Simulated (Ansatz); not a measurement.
MgO: density of states with revPBE+D4

The system is MgO.

```
Mg O
1.0
     0.00000    2.09700    2.09700
     2.09700    0.00000    2.09700
     2.09700    2.09700    0.00000
Mg O
1 1
Direct
  0.00000 0.00000 0.00000
  0.50000 0.50000 0.50000
```

The cell is a database's computed one.

```yaml
Program: Ansatz 0.2.0
Task: density of states
Functional: revPBE
Dispersion: D4
Potentials_or_basis: JTH PAW
Cutoff: "1380 eV (not typed: the program's choice for these potentials)"
k_mesh: 11 × 11 × 11
Occupations: gaussian, width 0.1 eV
Spin: no spin polarisation
```

The pressure is 3.6 GPa and the band gap on the k mesh is 4.95 eV, direct.

Levels at points of the mesh, in eV from the valence-band top:
| k point | band 4 | band 5 | band 6 | band 7 | band 8 | band 9 | band 10 | band 11 | band 12 | band 13 |
| --- | --- | --- | --- | --- | --- | --- | --- | --- | --- | --- |
| (0.00, 0.00, 0.00) | -38.92 | -17.36 | 0.00 | 0.00 | 0.00 | 4.95 | 15.97 | 15.97 | 15.97 | 19.86 |

States per cell in windows of 1 eV (zero at the valence-band top; states under -8 eV left out):
```
from (eV)  total
     -8.0   0.00
     -7.0   0.00
     -6.0   0.00
     -5.0   0.30
     -4.0   1.40
     -3.0   0.83
     -2.0   1.85
     -1.0   1.62
      0.0   0.00
      1.0   0.00
      2.0   0.00
      3.0   0.00
      4.0   0.00
      5.0   0.03
      6.0   0.07
      7.0   0.17
```

Wall time 3.8 s on 1 thread of INTEL(R) XEON(R) PLATINUM 8581C CPU @ 2.10GHz (Emerald Rapids) (shared host), peak memory 0.44 GiB.

Caveat: odd divisions of the mesh miss points on the zone boundary, where band edges often lie, so the gap on the mesh can be too wide. revPBE gaps usually lie below the measured ones, often by a third to a half.
